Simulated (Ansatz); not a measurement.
Telling polymorphs of MgH₂ apart by ²H

All values are calculated (Ansatz; DFT, PBE, plane waves and PAW, scalar-relativistic, 420 eV cutoff), not measured. Q(²H) = 2.858 mb, I = 1. The cells come from the Materials Project (computed, not necessarily observed phases), with the atoms as given or relaxed (PBE, cell held). Spin–orbit coupling is left out.

Q: Rank the structures by their largest ²H |C_Q|, smallest first.
A.
MgH2
Space group Pbca (No. 61); a = 4.7219, b = 9.3058, c = 4.8703 Å.

| site | Wyckoff | site symmetry | x | y | z |
| --- | --- | --- | --- | --- | --- |
| Mg | 8c | 1 | 0.2748 | 0.1178 | 0.0286 |
| H9 | 8c | 1 | 0.5114 | 0.4748 | 0.2422 |
| H13 | 8c | 1 | 0.3363 | 0.7038 | 0.3777 |
B.
MgH2
Space group P4_2/mnm (No. 136); a = 4.4767, c = 2.9925 Å.

| site | Wyckoff | site symmetry | x | y | z |
| --- | --- | --- | --- | --- | --- |
| Mg | 2a | m.mm | 0.5000 | 0.5000 | 0.5000 |
| H | 4f | m.2m | 0.6956 | 0.6956 | 0.0000 |

A: A (0.033 MHz), B (0.038 MHz).
